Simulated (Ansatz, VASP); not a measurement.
**Two plane-wave programs on WC**

The input INCAR:

```
SYSTEM = WC
PREC = Accurate
ENCUT = 520
EDIFF = 1E-6
ISMEAR = -1
SIGMA = 0.05
LREAL = .False.
LASPH = .True.
NELM = 150
ALGO = Normal
ISIF = 2
LWAVE = .False.
LCHARG = .False.
LMAXMIX = 4
LDAU = .True.
LDAUTYPE = 2
LDAUL = 2 -1
LDAUU = 4 0
LDAUJ = 0 0
LDAUPRINT = 1
NBANDS = 16
```

The input KPOINTS:

```
regular mesh
0
Gamma
  10 10 10
  0 0 0
```

The input POSCAR:

```
WC
1.0
    0.0000000000      2.1926840000      2.1926840000
    2.1926840000      0.0000000000      2.1926840000
    2.1926840000      2.1926840000      0.0000000000
W C
1 1
Direct
    0.0000000000      0.0000000000      0.0000000000
    0.5000000000      0.5000000000      0.5000000000
```

The input input.yaml:

```yaml
crystal:
  lattice:
    - [0.0, 2.192684, 2.192684]
    - [2.192684, 0.0, 2.192684]
    - [2.192684, 2.192684, 0.0]
  atoms:
    - { symbol: W, position: [0.0, 0.0, 0.0] }
    - { symbol: C, position: [0.5, 0.5, 0.5] }
hamiltonian:
  xc: lda
  pseudopotentials: { kind: paw }
  hubbard: { sites: [{ species: W, l: d, u_eff: 4.0 }] }
kpoints:
  mp_grid: { grid: [10, 10, 10] }
scf:
  occupations: { method: fermi_dirac, width: 0.05 }
  n_extra_bands: 6
output:
  forces: true
  stress: true
  eigenvalues: true
  dos: { projected: true, de: 0.05, nscf_kmesh: { grid: [15, 15, 15] } }
```

Measurements of this composition are mostly on another form, of space group No. 187.

Alike in both runs: functional LDA; k mesh 10 × 10 × 10; occupations fermi-dirac, width 0.05 eV; no spin polarisation; Hubbard terms W d U = 4.0 eV.

|  | VASP | Ansatz |
| --- | --- | --- |
| version | VASP 6.6.1 | Ansatz 0.2.0 |
| potentials or method | VASP PAW LDA potentials, release 64 (W_sv, C) | Ansatz PAW |
| plane-wave cutoff (eV) | 520 | 420 |
| valence electrons in the cell | 18 | 18 |
| task | single point | projected density of states |

VASP gave:

- gap on the k mesh at the Fermi level (eV): none
- pressure (GPa): -6.7

Task: Which values does Ansatz return?

Result: gap on the k mesh at the Fermi level (eV): none; pressure (GPa): -15.6.

The programs project onto different local orbitals, so the same U acts differently. A gap of «none» marks a metal or a gap that the smearing closes.

Caveats: U without spin polarisation on a metal has little footing; the U is typed as a test and isn't derived for this compound; the pressure holds a Pulay correction of +0.4 GPa for the finite cutoff (Ansatz); the PAW data sets come from PBE, with cores solved anew for the run's functional, which leaves a small shift of forces and pressure (Ansatz); the density of states is complete only up to the lowest level of the last band computed (Ansatz). The runs have no spin-orbit coupling, so splittings on W are missing.
